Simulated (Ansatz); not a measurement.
# AlN in Ansatz: the effect of functional

AlN:

```
Al N
1.0
     0.00000    2.03452    2.03452
     2.03452    0.00000    2.03452
     2.03452    2.03452    0.00000
Al N
1 1
Cartesian
  2.0345 2.0345 2.0345
  0.0000 0.0000 0.0000
```

Measurements of this composition are mostly on another form, of space group No. 186.

Alike in all runs:

```yaml
Program: Ansatz 0.2.0
Task: band structure
Potentials_or_basis: Ansatz PAW
k_mesh: 11 × 11 × 11
Occupations: fermi-dirac, width 0.05 eV
Spin: no spin polarisation
```

```csv
functional,cutoff,gap on the mesh (eV),pressure (GPa)
LDA,420 eV (not typed: the program's choice for these potentials),4.42,-11.0
PBEsol,420 eV (not typed: the program's choice for these potentials),?,?
RPBE,420 eV (not typed: the program's choice for these potentials),4.69,4.9
revPBE,420 eV (not typed: the program's choice for these potentials),4.67,3.8
BLYP,420 eV (not typed: the program's choice for these potentials),4.66,4.5
r2SCAN,500 eV (not typed: the program's choice for these potentials),5.42,-6.1
```

Task: What does the run with functional PBEsol give?

Result: gap on the mesh 4.51 eV; pressure -4.5 GPa.

Caveats: the k mesh misses the band edges, so the gap on the mesh is wider than the one along the path; the PAW data sets come from PBE, with cores solved anew for the run's functional, which leaves a small shift of forces and pressure.

Runs at the PBE level aren't shown here.
